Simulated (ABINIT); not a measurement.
# CrCuO2 (R-3m) in ABINIT: band structure with PBE

Aim: the band structure of CrCuO2 with PBE.

Everything below comes from runs of ABINIT 10.8.3 (patched build). Logs are shortened: lines on timing, memory, paths and dates and some standing lists are left out, and cuts for length are marked. The log counts tension as positive stress, the text compression.

**1. Starting point**

The structure is trigonal, space group R-3m (No. 166). Conventional cell: a = 2.973 Å, b = 2.973 Å, c = 17.100 Å, α = 90.00°, β = 90.00°, γ = 120.00°. Cu (site symmetry -3m) has 2 O at 1.85 Å as nearest neighbours. Cr (site symmetry -3m) is surrounded by 6 O at 1.99 Å. Around O (site symmetry 3m) lie 1 Cu at 1.85 Å and 3 Cr at 1.99 Å.

**2. Band structure, PBE, collinear spin, ferromagnetic start**

Contents of run.abi:

```
# Datasets: ground state, then fixed potential
ndtset 2

# Pseudopotentials
pp_dirpath "./"
pseudos "Cu.GGA_PBE-JTH.xml, Cr.GGA_PBE-JTH.xml, O.GGA_PBE-JTH.xml"

# Structure
acell 11.2493534159 11.2493534159 11.2493534159
rprim
     0.2497437609     0.1441896276     0.9575162689
    -0.2497437609     0.1441896276     0.9575162689
     0.0000000000    -0.2883792551     0.9575162689
ntypat 3
znucl 29 24 8
natom 4
typat 1 2 3 3
xred
     0.0000000000     0.0000000000     0.0000000000
     0.5000000000     0.5000000000     0.5000000000
     0.8920800000     0.8920800000     0.8920800000
     0.1079200000     0.1079200000     0.1079200000

# Plane-wave basis
ecut 26.0
pawecutdg 48.0
pawxcdev 0

# Exchange and correlation
ixc 11

# Bands and occupations
occopt 3
tsmear 0.05 eV

# Spin
nsppol 2
spinat
     0.0000000000     0.0000000000     0.6000000000
     0.0000000000     0.0000000000     3.0000000000
     0.0000000000     0.0000000000     0.0000000000
     0.0000000000     0.0000000000     0.0000000000

# SCF cycle
nstep 100

# Output
iomode 3
prtwf 0
prteig 0
prtebands 0
enunit 1
prtden1 1

# Dataset 1
kptopt1 1
ngkpt1 8 8 8
nshiftk1 1
shiftk1 0.0 0.0 0.0
nband1 28
tolvrs1 1.0e-9

# Dataset 2: bands along G-L-B1
iscf2 -2
getden2 1
nband2 34
nbdbuf2 4
tolwfr2 1.0e-11
kptopt2 -2
ndivsm2 8
prteig2 1
kptbounds2
     0.0000000000     0.0000000000     0.0000000000
     0.5000000000     0.0000000000     0.0000000000
     0.5000000000     0.1817843226    -0.1817843226
```

Potentials or basis: JTH PAW PBE v2.0.

The run is started by

```bash
$ mpirun --bind-to none -np 4 abinit run.abi > log 2>&1
```

run.abo:

```text
.Version 10.8.3 of ABINIT
 DATASET    1 : space group R-3 m (#166); Bravais hR (rhombohedral)
================================================================================
 Values of the parameters that define the memory need for DATASET  1.
     intxc =       0    ionmov =       0      iscf =      17    lmnmax =      18
     lnmax =       6     mgfft =      54  mpssoang =       3    mqgrid =    3001
     natom =       4  nloc_mem =       2    nspden =       2   nspinor =       1
    nsppol =       2      nsym =      12    n1xccc =       1    ntypat =       3
    occopt =       3   xclevel =       2
       mpw =        1886          nfft =      157464          nkpt =          65
Pmy_natom=         1
 PAW method is used; the additional fine FFT grid is defined by:
   mgfftf=        72    nfftf =    373248
================================================================================
================================================================================

 DATASET    2 : space group R-3 m (#166); Bravais hR (rhombohedral)
================================================================================
 Values of the parameters that define the memory need for DATASET  2.
     intxc =       0    ionmov =       0      iscf =      -2    lmnmax =      18
     lnmax =       6     mgfft =      54  mpssoang =       3    mqgrid =    3001
     natom =       4  nloc_mem =       2    nspden =       2   nspinor =       1
    nsppol =       2      nsym =      12    n1xccc =       1    ntypat =       3
    occopt =       3   xclevel =       2
       mpw =        1879          nfft =      157464          nkpt =          22
Pmy_natom=         1
 PAW method is used; the additional fine FFT grid is defined by:
   mgfftf=        72    nfftf =    373248
================================================================================
================================================================================

--------------------------------------------------------------------------------
------------- Echo of variables that govern the present computation ------------
--------------------------------------------------------------------------------
 -outvars: echo values of preprocessed input variables --------
            acell      1.1249353416E+01  1.1249353416E+01  1.1249353416E+01 Bohr
              amu      6.35460000E+01  5.19961000E+01  1.59994000E+01
             ecut      2.60000000E+01 Hartree
           enunit           1
           getden1          0
           getden2          1
             iscf1         17
             iscf2         -2
                       outvar_i_n : Printing only first  50 k-points.
              ixc          11
           jdtset        1    2
                       outvar_i_n : Printing only first  50 k-points.
           kptopt1          1
           kptopt2         -2
         kptrlatt        8    0    0      0    8    0      0    0    8
          kptrlen1     4.49512933E+01
          kptrlen2     3.00000000E+01
            natom           4
            nband1         28
            nband2         34
           nbdbuf1          0
           nbdbuf2          4
           ndtset           2
           ndivsm1          0
           ndivsm2          8
            ngfft          54      54      54
          ngfftdg          72      72      72
             nkpt1         65
             nkpt2         22
           nspden           2
           nsppol           2
            nstep         100
             nsym          12
           ntypat           3
                       prtocc : prtvol=0, do not print more k-points.
[... 1143 lines left out ...]
    Atom    Radius    up_density   dn_density  Total(up+dn)  Diff(up-dn)
    1 Cu   2.00090     8.696314     8.673294     17.369608     0.023020
    2 Cr   2.10818     7.391350     4.693901     12.085251     2.697449
    3  O   1.41465     2.292975     2.288079      4.581054     0.004896
    4  O   1.41465     2.292975     2.288079      4.581054     0.004896
 ------------------------------------------------------------------------------------------------------------
  Sum:                20.673614    17.943353     38.616968     2.730261
 Total magnetization (from the atomic spheres):                2.730261
 Total magnetization (exact up - dn):                          3.000006

================================================================================

 ----iterations are completed or convergence reached----

 Mean square residual over all n,k,spin=   72.382E-13; max=  99.985E-13
 reduced coordinates (array xred) for    4 atoms
       0.000000000000      0.000000000000      0.000000000000
       0.500000000000      0.500000000000      0.500000000000
       0.892080000000      0.892080000000      0.892080000000
       0.107920000000      0.107920000000      0.107920000000

 cartesian coordinates (angstrom) at end:
    1      0.00000000000000     0.00000000000000     0.00000000000000
    2      0.00000000000000     0.00000000029764     8.54999999417033
    3      0.00000000000000     0.00000000053105    15.25456798959893
    4      0.00000000000000     0.00000000006424     1.84543199874172
 length scales= 11.249353415900 11.249353415900 11.249353415900 bohr
              =  5.952901461050  5.952901461050  5.952901461050 angstroms
 Eigenvalues (   eV  ) for nkpt=  22  k points, SPIN UP:
 kpt#   1, nband= 34, wtk=  1.00000, kpt=  0.0000  0.0000  0.0000 (reduced coord)
-105.95372  -66.89798  -63.50878  -63.25138  -63.25138  -38.22005  -38.15662  -38.15662
 -14.26317  -12.70036   -2.19786    0.26279    0.26279    2.03001    2.13795    3.26922
   3.26922    3.95886    3.95886    4.20985    4.20985    4.95577    4.95577    5.30701
   8.24356    9.05728    9.05728   12.71151   14.49068   18.66274   23.23850   23.23850
  23.97741   24.05326
 kpt#   2, nband= 34, wtk=  1.00000, kpt=  0.0385  0.0000  0.0000 (reduced coord)
-105.95370  -66.89768  -63.50876  -63.25155  -63.25142  -38.21956  -38.15937  -38.15722
 -14.24737  -12.70222   -2.17589    0.21823    0.27376    2.07165    2.13287    3.20359
   3.22019    3.95759    3.97058    4.20834    4.21159    4.98161    4.99613    5.31222
   8.26757    9.01210    9.04811   12.78409   14.52521   18.70558   22.99214   23.18309
  23.20062   23.81475
 kpt#   3, nband= 34, wtk=  1.00000, kpt=  0.0769  0.0000  0.0000 (reduced coord)
-105.95366  -66.89682  -63.50871  -63.25207  -63.25156  -38.21810  -38.16745  -38.15899
 -14.20066  -12.70775   -2.11095    0.10242    0.30602    2.07625    2.19562    3.05595
   3.09086    3.95072    4.00148    4.20278    4.21712    5.04280    5.10260    5.32944
   8.33037    8.89457    9.02194   12.98621   14.62781   18.82872   21.88202   22.54666
[... 100 lines left out ...]
   3.84788    4.08903    4.29156    4.44140    5.05607    5.09161    5.86289    6.04993
   8.30896    8.44081   10.52631   11.94911   14.42666   17.83791   17.98007   18.94998
  19.17582   20.79379
 kpt#  21, nband= 34, wtk=  1.00000, kpt=  0.5000  0.1591 -0.1591 (reduced coord)
-105.95276  -66.87531  -63.50740  -63.26019  -63.25964  -38.28916  -38.28006  -38.18162
 -12.95148  -12.81008   -0.68499   -0.35311    0.07149    0.25813    1.13351    1.47418
   3.96102    3.99843    4.23637    4.42922    5.04925    5.06140    5.84952    6.10923
   8.35907    8.43689   11.02962   11.37162   14.38031   17.91282   18.04647   18.74344
  19.54530   20.51352
 kpt#  22, nband= 34, wtk=  1.00000, kpt=  0.5000  0.1818 -0.1818 (reduced coord)
-105.95276  -66.87537  -63.50741  -63.26042  -63.25937  -38.29293  -38.27567  -38.18171
 -12.95677  -12.80820   -0.72859   -0.40106    0.17156    0.31146    1.09865    1.48054
   3.92013    4.04607    4.19585    4.41331    5.02874    5.07830    5.81296    6.13801
   8.43134    8.44785   10.70929   11.58563   14.53104   17.77812   18.01690   18.75615
  19.88274   20.30002
 Eigenvalues (   eV  ) for nkpt=  22  k points, SPIN DOWN:
 kpt#   1, nband= 34, wtk=  1.00000, kpt=  0.0000  0.0000  0.0000 (reduced coord)
-105.94545  -63.94529  -63.49484  -63.24503  -63.24503  -35.27093  -35.27093  -35.26604
 -14.16134  -12.65064   -1.84995    0.73578    0.73578    2.07049    2.21325    3.28197
   3.28197    3.98678    3.98678    4.36825    4.36825    7.49253    7.97357    7.97357
   9.28138   10.33808   10.33808   13.09642   15.13600   19.09628   23.77327   23.77330
  24.25356   24.36063
 kpt#   2, nband= 34, wtk=  1.00000, kpt=  0.0385  0.0000  0.0000 (reduced coord)
-105.94543  -63.94496  -63.49483  -63.24520  -63.24507  -35.27418  -35.27161  -35.26539
 -14.14581  -12.65256   -1.82909    0.68166    0.74344    2.11843    2.20897    3.24272
   3.25380    3.98293    3.99653    4.36577    4.37309    7.50951    7.97663    7.99952
   9.29001   10.29441   10.32896   13.17233   15.17071   19.14649   23.25398   23.52160
  23.81781   24.19426
 kpt#   3, nband= 34, wtk=  1.00000, kpt=  0.0769  0.0000  0.0000 (reduced coord)
-105.94540  -63.94398  -63.49477  -63.24571  -63.24521  -35.28374  -35.27362  -35.26350
 -14.09994  -12.65826   -1.76755    0.54625    0.76602    2.15999    2.25291    3.14941
   3.17412    3.97189    4.02425    4.35977    4.38669    7.55850    7.98308    8.07388
   9.31338   10.18181   10.30275   13.38079   15.27405   19.29031   22.07278   22.95904
[... 101 lines left out ...]
   9.71918    9.80547   10.87336   12.12544   14.57297   18.14129   18.67358   19.75110
  19.88141   21.48670
 kpt#  21, nband= 34, wtk=  1.00000, kpt=  0.5000  0.1591 -0.1591 (reduced coord)
-105.94449  -63.91949  -63.49347  -63.25381  -63.25325  -35.42625  -35.41543  -35.21633
 -12.89505  -12.75448   -0.39867    0.03341    0.31949    0.52234    1.40671    1.59477
   4.00470    4.04813    4.34722    4.53054    5.42176    8.17800    8.78290    8.79685
   9.72843    9.81242   11.32008   11.52792   14.53414   18.25334   18.64233   19.64647
  20.28794   21.17064
 kpt#  22, nband= 34, wtk=  1.00000, kpt=  0.5000  0.1818 -0.1818 (reduced coord)
-105.94449  -63.91956  -63.49347  -63.25404  -63.25298  -35.43073  -35.41022  -35.21644
 -12.90199  -12.75078   -0.42265   -0.05798    0.44649    0.57839    1.36556    1.59270
   3.96587    4.09000    4.31095    4.53151    5.41228    8.22417    8.74604    8.81972
   9.80452    9.82349   10.85465   11.83340   14.67772   18.30547   18.39806   19.73359
  20.66270   20.92424

== END DATASET(S) ==============================================================
================================================================================

 -outvars: echo values of variables after computation  --------
            acell      1.1249353416E+01  1.1249353416E+01  1.1249353416E+01 Bohr
           etotal1    -3.1773510425E+02
            fcart1    -3.8591180576E-20 -2.7105054312E-20 -0.0000000000E+00
                      -3.8591180576E-20 -2.7105054312E-20 -0.0000000000E+00
                       3.4021824401E-21  6.5809807781E-20 -2.9178674224E-04
                       7.3780178713E-20 -1.1599699156E-20  2.9178674224E-04
            rprim      2.4974376090E-01  1.4418962760E-01  9.5751626890E-01
                      -2.4974376090E-01  1.4418962760E-01  9.5751626890E-01
                       0.0000000000E+00 -2.8837925510E-01  9.5751626890E-01
           strten1    -1.3927699011E-04 -1.3927698097E-04 -1.2622401379E-04
                      -1.3209502020E-12  0.0000000000E+00  0.0000000000E+00
           xangst      0.0000000000E+00  0.0000000000E+00  0.0000000000E+00
                       0.0000000000E+00  2.9764485983E-10  8.5499999942E+00
                       3.6986736575E-17  5.3104624952E-10  1.5254567990E+01
                       1.1316286285E-18  6.4243690108E-11  1.8454319987E+00
             xred      0.0000000000E+00  0.0000000000E+00  0.0000000000E+00
                       5.0000000000E-01  5.0000000000E-01  5.0000000000E-01
                       8.9208000000E-01  8.9208000000E-01  8.9208000000E-01
                       1.0792000000E-01  1.0792000000E-01  1.0792000000E-01
 Calculation completed.
```

Run time: 8.1 min. Hardware: 4 MPI ranks of Intel Xeon Platinum 8375C at 2.90GHz (Ice Lake), shared host; peak memory 1.4 GiB.

Results:

```
Free energy                                           : -8646.0126 eV
Pressure                                              : 4.0 GPa
Largest force                                         : 0.015 eV/Å
Band gap on the k mesh                                : 1.08 eV, indirect (least direct gap 1.44 eV)
Band gap along the path                               : 1.08 eV, indirect (least direct gap 1.46 eV)
Net moment                                            : 3.00 μB per cell
Site moments                                          : Cu +0.02; Cr +2.70; O +0.00 μB
Valence electrons inside the program's atomic spheres : Cu 17.37; Cr 12.09; O 4.58
```

Forces on the atoms (eV/Å):
```
Cu   0.000  0.000  0.000
Cr   0.000  0.000  0.000
O    0.000  0.000 -0.015
O    0.000  0.000  0.015
```

Stress tensor (GPa, compression positive):
```
4.10 0.00 0.00
0.00 4.10 0.00
0.00 0.00 3.71
```

Levels at the corners of the path, in eV from the valence-band top:
Spin up:
| point | band 21 | band 22 | band 23 | band 24 | band 25 | band 26 | band 27 | band 28 |
| --- | --- | --- | --- | --- | --- | --- | --- | --- |
| Γ | -1.93 | -1.18 | -1.18 | -0.83 | 2.11 | 2.92 | 2.92 | 6.57 |
| L | -1.39 | -0.62 | -0.57 | -0.37 | 2.27 | 2.66 | 2.81 | 5.73 |
| B1 | -1.11 | -1.06 | -0.33 | 0.00 | 2.29 | 2.31 | 4.57 | 5.45 |
Spin down:
| point | band 17 | band 18 | band 19 | band 20 | band 21 | band 22 | band 23 | band 24 | band 25 | band 26 |
| --- | --- | --- | --- | --- | --- | --- | --- | --- | --- | --- |
| Γ | -2.86 | -2.15 | -2.15 | -1.77 | -1.77 | 1.35 | 1.84 | 1.84 | 3.14 | 4.20 |
| L | -2.83 | -1.66 | -1.52 | -1.46 | -0.59 | 1.08 | 2.69 | 2.79 | 3.25 | 3.90 |
| B1 | -2.17 | -2.05 | -1.83 | -1.61 | -0.73 | 2.09 | 2.61 | 2.68 | 3.67 | 3.69 |

Caveat: small starting moments can end in a higher magnetic state in this program; only a ferromagnetic start was run, and an antiferromagnetic order may lie lower in energy. Expect the measured gap to be larger: semilocal functionals such as PBE lack the derivative discontinuity.
